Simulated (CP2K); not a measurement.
**Al under changes of volume**

One of the cells (16.116 Å³/atom); the others are scaled copies at fixed shape and fractional positions:

```
CELL_PARAMETERS angstrom
2.75607 0.00000 0.00000
-0.91869 2.59845 0.00000
-0.91869 -1.29922 2.25032
ATOMIC_POSITIONS crystal
Al 0.00000 0.00000 0.00000
```

This isn't the form of Al at room conditions, which is fcc.

```yaml
Program: CP2K 2026.2
Functional: PBEsol
Potentials_or_basis: POTENTIAL_UZH Al GTH-PBE-q3; TZVP-MOLOPT-PBE-GTH basis
Density_cutoff: 6123 eV
k_mesh: 12 × 12 × 12
Occupations: fermi-dirac, width 0.05 eV
Spin: no spin polarisation
```

```csv
volume (Å³/atom),energy over the lowest point (meV/atom),pressure (GPa)
15.149,46.72,9.5
15.471,29.78,7.3
15.793,?,?
16.116,7.98,3.6
16.438,2.40,1.9
16.760,0.00,0.4
17.083,0.50,-0.9
```

What does the run at 15.793 Å³/atom give?

Energy over the lowest point 17.00 meV/atom; pressure 5.4 GPa.

Worked out: A Birch-Murnaghan fit of order 3 (a polynomial in V^(-2/3)) to the other rows has its minimum at 16.86 Å³/atom with B0 = V·E''(V) = 73 GPa and B' = 3.6. It gives 17.00 meV/atom at 15.793 Å³/atom, against the run's 17.00, and -dE/dV = 5.4 GPa, against 5.4.

Energies are extrapolated to zero smearing.

Caveats: the potentials were made for another functional, which shifts forces and pressure; the basis of atomic orbitals isn't converged, which shifts pressures, moduli and gaps.
